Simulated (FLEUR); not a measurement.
# C under changes of volume

One of the cells (5.672 Å³/atom); the others are scaled copies at fixed shape and fractional positions:

```
CELL_PARAMETERS angstrom
2.52210 0.00000 0.00000
-1.26105 2.18420 0.00000
0.00000 0.00000 12.35570
ATOMIC_POSITIONS crystal
C 0.66667 0.33333 0.35417
C 0.33333 0.66667 0.85417
C 0.66667 0.33333 0.14583
C 0.33333 0.66667 0.64583
C 0.66667 0.33333 0.47917
C 0.33333 0.66667 0.97917
C 0.66667 0.33333 0.02083
C 0.33333 0.66667 0.52083
C 0.00000 0.00000 0.81250
C 0.00000 0.00000 0.31250
C 0.00000 0.00000 0.68750
C 0.00000 0.00000 0.18750
```

This is a hexagonal form of diamond, not graphite.

| Quantity | Value |
| --- | --- |
| Program | FLEUR MaX-R8.1 (later development tree) |
| Functional | LDA |
| Potentials or basis | all-electron |
| Basis | FLAPW |
| Kmax | 5.5 1/bohr |
| k mesh | 12 × 12 × 3 |
| Occupations | fermi-dirac, width 0.05 eV |
| Spin | no spin polarisation |

```tsv
volume (Å³/atom)	energy over the lowest point (meV/atom)	gap on the mesh (eV)
5.332	?	?
5.445	0.00	4.47
5.672	5.43	4.35
5.899	34.78	4.24
6.012	57.11	4.19
```

Q: What does the run at 5.332 Å³/atom give?

A: Energy over the lowest point 7.79 meV/atom; gap on the mesh 4.52 eV.

Worked out: A Birch-Murnaghan fit of order 2 (a polynomial in V^(-2/3)) to the other rows has its minimum at 5.51 Å³/atom with B0 = V·E''(V) = 475 GPa at fixed shape and positions, which overstates the stiffness. It gives 7.97 meV/atom at 5.332 Å³/atom, against the run's 7.79. A straight line through the other rows of the gap, of slope -2.83 eV per unit of ln V, extrapolates to 4.53 eV, against the run's 4.52.

Energies are extrapolated to zero smearing.

Caveats: an odd mesh through Γ misses points on the zone boundary, where band edges often lie.
